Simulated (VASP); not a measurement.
VASP inputs for AlN (strained rocksalt)

INCAR

```
SIGMA = 0.01
ALGO = Normal
PREC = Accurate
IBRION = -1
LASPH = .TRUE.
EDIFF = 1E-7
LCHARG = .FALSE.
ISIF = 2
LREAL = .FALSE.
NBANDS = 11
ISMEAR = 0
NELM = 120
LWAVE = .FALSE.
ENCUT = 520
NSW = 0
METAGGA = R2SCAN
```

KPOINTS

```
KPOINTS created by Atomic Simulation Environment
0
Gamma
10 10 10
0 0 0
```

KPOINTS_OPT

```
special points
7
Reciprocal
0.0000000000 0.0000000000 0.0000000000 1
0.5000000000 0.0000000000 0.5000000000 1
0.6250000000 0.2500000000 0.6250000000 1
0.3750000000 0.3750000000 0.7500000000 1
0.5000000000 0.5000000000 0.5000000000 1
0.5000000000 0.2500000000 0.7500000000 1
0.5000000000 0.5000000000 0.0000000000 1
```

POSCAR

```
Al N
 1.0000000000000000
     0.0000000000000000    2.0289627875999998    2.0111917083000002
     2.0289627875999998    0.0000000000000000    2.0111917083000002
     2.0289627875999998    2.0289627875999998    0.0000000000000000
 Al  N
   1   1
Cartesian
  0.0000000000000000  0.0000000000000000  0.0000000000000000
  2.0289627875999998  2.0289627875999998  2.0111917083000002
```

VASP ran with the recommended PBE PAW datasets (8 valence electrons in the cell).

Problem. What does this run give?

Solution. gap between bands v and c 5.39 eV; least direct gap 6.46 eV; pressure -2.4 GPa.

Band v is the last that the valence electrons fill when counted band by band, and c is the next. Levels in eV from the top of v:

```
point    v−1      v     c    c+1
    Γ   0.00   0.00  6.46  12.84
    X  -2.95  -2.83  5.47   5.99
    K  -5.54  -2.45  6.60  10.06
    L  -1.19  -1.16  6.87  11.76
    W  -5.83  -3.93  8.98  11.56
```
